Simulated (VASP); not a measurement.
Input of a VASP 6.6.1 run:

The input INCAR:

```
ALGO = Normal ; BPARAM = 10.0
CPARAM = 0.0093 ; EDIFF = 1E-6
EDIFFG = -0.005 ; ENCUT = 600
GGA = PE ; IBRION = 2
ISIF = 3 ; ISMEAR = -1
IVDW_NL = 2 ; LASPH = T
LCHARG = F ; LREAL = F
LUSE_VDW = T ; LWAVE = F
NELM = 60 ; NSW = 60
PREC = Accurate ; SIGMA = 0.05
```

KPOINTS

```
k-points
0
Gamma
  8 8 8
```

The input POSCAR:

```
InPd
1.0
    3.2718847800      0.0000000000      0.0000000000
    0.0000000000      3.2718847800      0.0000000000
    0.0000000000      0.0000000000      3.2718847800
In Pd
1 1
Direct
    0.0000000000      0.0000000000      0.0000000000
    0.5000000000      0.5000000000      0.5000000000
```

Potentials or basis: VASP PAW PBE potentials, release 64 (In_d, Pd).

Command:

```sh
$ cat potpaw_PBE.64/In_d/POTCAR potpaw_PBE.64/Pd/POTCAR > POTCAR
$ mpirun -np 1 vasp_std > vasp.out
```

(1) Estimate the relaxed cell.

(2) Predict the space group after relaxing (to 0.05 Å).

(3) Predict the relaxed volume.

(4) Estimate the band gap on the k mesh.

Answers

(1) a = 3.286 Å, b = 3.286 Å, c = 3.286 Å, α = 90.00°, β = 90.00°, γ = 90.00°.

(2) Pm-3m (No. 221).

(3) 17.74 Å³/atom.

(4) none (metal or under the smearing width).

Caveat: pairwise dispersion overbinds metals, which lowers pressure and volume.
